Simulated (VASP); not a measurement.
AlN, 4 atoms in the cell. Symmetry: P6_3mc, No. 186, hexagonal system. The conventional cell has a = 3.129 Å, b = 3.129 Å, c = 5.016 Å, α = 90.00°, β = 90.00°, γ = 120.00°. Around Al (site symmetry 3m) lie 4 N at 1.90 to 1.91 Å. N (site symmetry 3m) is surrounded by 4 Al at 1.90 to 1.91 Å. 

* Program: VASP 6.6.1
* Task: relaxation of cell and atoms
* Functional: PBE
* Potentials or basis: VASP PAW PBE potentials, release 64 (Al, N)
* Cutoff: 520 eV
* k mesh: 12 × 12 × 6
* Occupations: gaussian, width 0.02 eV
* Spin: no spin polarisation
* Further INCAR settings: ALGO = Normal; EDIFF = 1e-07; AMIX = 0.2; IBRION = 2; EDIFFG = -0.002; NSW = 80; ISIF = 3

Potentials or basis: VASP PAW PBE potentials, release 64 (Al, N).

The run is started by

```console
$ cat potpaw_PBE.64/Al/POTCAR potpaw_PBE.64/N/POTCAR > POTCAR
$ mpirun -np 1 vasp_std > vasp.out
```

Hardware: 1 thread of Intel(R) Xeon(R) Platinum 8488C (Sapphire Rapids), with other jobs on the host.

How long does it take, and how much memory?

Run time: 20 s on 1 thread of Intel(R) Xeon(R) Platinum 8488C (Sapphire Rapids), on a shared host, peak memory 0.17 GiB. Counts: scf iterations 15, k points 76, ion steps 1.
